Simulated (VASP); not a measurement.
# AlN (Fm-3m) in VASP: further runs, part 2 of 2

VASP 6.6.1.

**3. Relaxation of cell and atoms, PBE**

INCAR

```
SYSTEM = AlN
  PREC = Accurate
  ENCUT = 600
  EDIFF = 1E-7
  ISMEAR = 0
  SIGMA = 0.03
  LREAL = .False.
  LASPH = .True.
  NELM = 80
  ALGO = Normal
  ISIF = 3
  LWAVE = .False.
  LCHARG = .False.
  GGA = PE
  IBRION = 2
  NSW = 90
  EDIFFG = -0.005
```

KPOINTS

```
Automatic mesh
0
Gamma
  12 12 12
  0 0 0
```

POSCAR

```
AlN                                     
1.0
    0.0000000000      2.0345180000      2.0345180000
    2.0345180000      0.0000000000      2.0345180000
    2.0345180000      2.0345180000      0.0000000000
  Al              N             
     1     1
Direct
     0.5000000000000000    0.5000000000000000    0.5000000000000000
     0.0000000000000000    0.0000000000000000    0.0000000000000000
```

Potentials or basis: VASP PAW PBE potentials, release 64 (Al, N).

The run is started by

```sh
$ cat potpaw_PBE.64/Al/POTCAR potpaw_PBE.64/N/POTCAR > POTCAR
$ mpirun -np 1 vasp_std > vasp.out
```

OUTCAR:

```text
SYSTEM = AlN
   PREC = Accurate
   ENCUT = 600
   EDIFF = 1E-7
   ISMEAR = 0
   LREAL = .False.
   LASPH = .True.
   NELM = 80
   ISIF = 3
   GGA = PE
   IBRION = 2
   NSW = 90
   EDIFFG = -0.005

 ion  position               nearest neighbor table
   1  0.500  0.500  0.500-   2 2.03   2 2.03   2 2.03   2 2.03   2 2.03   2 2.03
   2  0.000  0.000  0.000-   1 2.03   1 2.03   1 2.03   1 2.03   1 2.03   1 2.03

  LATTYP: Found a face centered cubic cell.
 ALAT       =     4.0690360000

  Lattice vectors:

 A1 = (   0.0000000000,   2.0345180000,   2.0345180000)
 A2 = (   2.0345180000,   0.0000000000,   2.0345180000)
 A3 = (   2.0345180000,   2.0345180000,   0.0000000000)

Analysis of symmetry for initial positions (statically):
=====================================================================
 Subroutine PRICEL returns:
 Original cell was already a primitive cell.

 Routine SETGRP: Setting up the symmetry group for a
 face centered cubic supercell.

 Subroutine GETGRP returns: Found 48 space group operations
 (whereof 48 operations were pure point group operations)
 out of a pool of 48 trial point group operations.

The static configuration has the point symmetry O_h .

Analysis of symmetry for dynamics (positions and initial velocities):
=====================================================================
 Subroutine PRICEL returns:
 Original cell was already a primitive cell.

 Routine SETGRP: Setting up the symmetry group for a
 face centered cubic supercell.

 Subroutine GETGRP returns: Found 48 space group operations
 (whereof 48 operations were pure point group operations)
 out of a pool of 48 trial point group operations.

The dynamic configuration has the point symmetry O_h .

 Subroutine INISYM returns: Found 48 space group operations
 (whereof 48 operations are pure point group operations),
 and found     1 'primitive' translations

----------------------------------------------------------------------------------------

                                     Primitive cell

  volume of cell :      16.8428

  direct lattice vectors                    reciprocal lattice vectors
     0.000000000  2.034518000  2.034518000    -0.245758455  0.245758455  0.245758455
     2.034518000  0.000000000  2.034518000     0.245758455 -0.245758455  0.245758455
     2.034518000  2.034518000  0.000000000     0.245758455  0.245758455 -0.245758455

  length of vectors
     2.877242948  2.877242948  2.877242948     0.425666130  0.425666130  0.425666130

  position of ions in fractional coordinates (direct lattice)
     0.500000000  0.500000000  0.500000000
     0.000000000  0.000000000  0.000000000

  ion indices of the primitive-cell ions
   primitive index   ion index
                 1           1
                 2           2

----------------------------------------------------------------------------------------

 KPOINTS: Automatic mesh

Automatic generation of k-mesh.
 Grid dimensions read from file:
 generate k-points for:   12   12   12

 Generating k-lattice:

  Cartesian coordinates                     Fractional coordinates (reciprocal lattice)
[... 49 lines left out ...]
   NGXF,Y,Z  is equivalent  to a cutoff of  27.73, 27.73, 27.73 a.u.
 SYSTEM =  AlN
   PREC   = accura    normal or accurate (medium, high low for compatibility)
   ISTART =      0    job   : 0-new  1-cont  2-samecut
   ICHARG =      2    charge: 1-file 2-atom 10-const
   ISPIN  =      1    spin polarized calculation?
   LNONCOLLINEAR =      F non collinear calculations
   LSORBIT =      F    spin-orbit coupling
   LASPH  =      T    aspherical Exc in radial PAW
   ENCUT  =  600.0 eV  44.10 Ry    6.64 a.u.   5.75  5.75  5.75*2*pi/ulx,y,z
   NELM   =     80;   NELMIN=  2; NELMDL= -5     # of ELM steps
   EDIFF  = 0.1E-06   stopping-criterion for ELM
   LREAL  =      F    real-space projection
   EDIFFG = -.5E-02   stopping-criterion for IOM
   NSW    =     90    number of steps for IOM
   IBRION =      2    ionic relax: 0-MD 1-quasi-New 2-CG
   NFREE  =      1    steps in history (QN), initial steepest desc. (CG)
   ISIF   =      3    stress and relaxation
   ISYM   =      2    0-nonsym 1-usesym 2-fastsym
   POTIM  = 0.5000    time-step for ionic-motion
   TEBEG  =    0.0;   TEEND  =   0.0 temperature during run
   PSTRESS=    0.0 pullay stress
   NELECT =       8.0000    total number of electrons
   NUPDOWN=      -1.0000    fix difference up-down
   EMIN   =  10.00;   EMAX   =-10.00  energy-range for DOS
   EFERMI =   0.00;   METHOD = LEGACY
   ISMEAR =     0;   SIGMA  =   0.03  broadening in eV -4-tet -1-fermi 0-gaus
   EFERMI_NEDOS =   21; number of points for ismear=-14 and -15
   IALGO  =     38    algorithm
   IMIX   =      4    mixing-type and parameters
     AMIX     =   0.40;   BMIX     =  1.00
     AMIX_MAG =   1.60;   BMIX_MAG =  1.00
  volume/ion in A,a.u.               =       8.42        56.83
  Fermi-wavevector in a.u.,A,eV,Ry     =   1.277321  2.413786 22.198561  1.631548
  Thomas-Fermi vector in A             =   2.409927
   LORBIT       =      0    0 simple, 1 ext, 2 COOP (PROOUT), +10 PAW based schemes
   GGA     = PE    functional components
   LHFCALC =     F    Hartree Fock is set to
   AEXX    =    0.0000 exact exchange contribution
   IVDW    =     0    specifies the selected vdW correction
   LEPSILON=     F    determine dielectric tensor
   LRPA    =     F    only Hartree local field effects (RPA)
 conjugate gradient relaxation of ions
 non-spin polarized calculation
 Gauss-broadening in eV      SIGMA  =   0.03
  energy-cutoff  :      600.00
  volume of cell :       16.84
 maximum number of plane-waves:       588
   NGX = 11   NGY = 11   NGZ = 11

--------------------------------------- Ionic step        1  -------------------------------------------

 number of electron       7.9999999 magnetization

 Free energy of the ion-electron system (eV)
  ---------------------------------------------------
  ext. energy  EPLUGINS =         0.00000000
  ---------------------------------------------------
  free energy    TOTEN  =       -14.54768091 eV

  energy without entropy =      -14.54768091  energy(sigma->0) =      -14.54768091

------------------------ aborting loop because EDIFF is reached ----------------------------------------

  FORCE on cell =-STRESS in cart. coord.  units (eV):
  Direction    XX          YY          ZZ          XY          YZ          ZX
  --------------------------------------------------------------------------------------
  -------------------------------------------------------------------------------------
  Total       -0.0151009     -0.0151009     -0.0151009      0.0000000      0.0000000     -0.0000000
  in kB       -1.4364751     -1.4364751     -1.4364751      0.0000000      0.0000000     -0.0000000
  external PRESSURE =      -1.4364751 kB  Pullay stress =       0.0000000 kB
[... 59 lines left out ...]
--------------------------------------- Ionic step        3  -------------------------------------------

 number of electron       7.9999999 magnetization

 Free energy of the ion-electron system (eV)
  ---------------------------------------------------
  ext. energy  EPLUGINS =         0.00000000
  ---------------------------------------------------
  free energy    TOTEN  =       -14.54768554 eV

  energy without entropy =      -14.54768554  energy(sigma->0) =      -14.54768554

 E-fermi :   9.9057     XC(G=0): -12.1993

 val. band max:        9.7257298340   @ k =   0.0000   0.0000   0.0000
 cond. band min:      14.1549839258   @ k =   0.5000   0.5000   0.0000
 fundamental gap:      4.4292540918
 Fermi energy:         9.9056754757

 k-point     1 :       0.0000    0.0000    0.0000
  band No.  band energies     occupation
      1      -7.6612      2.00000
      2       9.7257      2.00000
      3       9.7257      2.00000
      4       9.7257      2.00000
      5      15.1408      0.00000
      6      21.8330      0.00000
      7      21.8330      0.00000
      8      21.8330      0.00000
[... 243 lines left out ...]
 k-point    24 :      -0.4167    0.1667    0.0000
  band No.  band energies     occupation
      1      -4.2134      2.00000
      2       2.1322      2.00000
      3       6.7434      2.00000
      4       8.3491      2.00000
      5      17.1077      0.00000
      6      19.0361      0.00000
      7      21.6222      0.00000
      8      22.2720      0.00000

 [... further k-points ...]

------------------------ aborting loop because EDIFF is reached ----------------------------------------

  FORCE on cell =-STRESS in cart. coord.  units (eV):
  Direction    XX          YY          ZZ          XY          YZ          ZX
  --------------------------------------------------------------------------------------
  -------------------------------------------------------------------------------------
  Total        0.0007385      0.0007385      0.0007385      0.0000000      0.0000000     -0.0000000
  in kB        0.0702941      0.0702941      0.0702941      0.0000000      0.0000000     -0.0000000
  external PRESSURE =       0.0702941 kB  Pullay stress =       0.0000000 kB
[... 17 lines left out ...]
  FREE ENERGIE OF THE ION-ELECTRON SYSTEM (eV)
  ---------------------------------------------------
  free  energy   TOTEN  =       -14.5476855434 eV

  energy  without entropy=      -14.5476855434  energy(sigma->0) =      -14.54768554

 reached required accuracy - stopping structural energy minimisation
```

OSZICAR:

```text
N       E                     dE             d eps       ncg     rms          rms(c)
DAV:   1     0.111123252106E+02    0.11112E+02   -0.45699E+03  1160   0.103E+03
DAV:   2    -0.158271710900E+02   -0.26939E+02   -0.25861E+02  1592   0.148E+02
DAV:   3    -0.162750553379E+02   -0.44788E+00   -0.44788E+00  1376   0.238E+01
DAV:   4    -0.162761429575E+02   -0.10876E-02   -0.10876E-02  1664   0.109E+00
[... 15 lines left out ...]
DAV:   5    -0.145476821968E+02    0.10222E-07   -0.96692E-09   592   0.108E-03
   2 F= -.14547682E+02 E0= -.14547682E+02  d E =-.128490E-05
       N       E                     dE             d eps       ncg     rms          rms(c)
DAV:   1    -0.145476906962E+02   -0.84892E-05   -0.13385E-04  1240   0.110E-01    0.157E-02
DAV:   2    -0.145476855434E+02    0.51528E-05   -0.24619E-05  1296   0.369E-02    0.361E-03
DAV:   3    -0.145476855434E+02    0.46612E-11   -0.49864E-07  1352   0.728E-03
   3 F= -.14547686E+02 E0= -.14547686E+02  d E =-.463151E-05
```

It took 7.2 s on 1 thread of Intel Xeon 6975P-C (Granite Rapids), shared host; peak memory 0.13 GiB.

What came out:

```yaml
Free_energy: -14.5477 eV
Relaxed_volume: 8.42 Å³/atom
Relaxed_cell: a = 2.877 Å, b = 2.877 Å, c = 2.877 Å, α = 60.00°, β = 60.00°, γ = 60.00°
Space_group_after_relaxing_to_0.05_Å: Fm-3m (No. 225)
Energy_gained_by_relaxing: 0.0 meV/atom
Ionic_steps: 3
Pressure_after_relaxing: 0.0 GPa
Band_gap_on_the_k_mesh: 4.43 eV, indirect (least direct gap 5.42 eV)
```

Final structure:
```cif
data_structure
_symmetry_space_group_name_H-M 'P 1'
_symmetry_Int_Tables_number 1
_cell_length_a 2.8767
_cell_length_b 2.8767
_cell_length_c 2.8767
_cell_angle_alpha 60.000
_cell_angle_beta 60.000
_cell_angle_gamma 60.000
_cell_volume 16.83
loop_
_atom_site_label
_atom_site_type_symbol
_atom_site_fract_x
_atom_site_fract_y
_atom_site_fract_z
_atom_site_occupancy
Al1 Al 0.50000 0.50000 0.50000 1
N1 N 0.00000 0.00000 0.00000 1
```
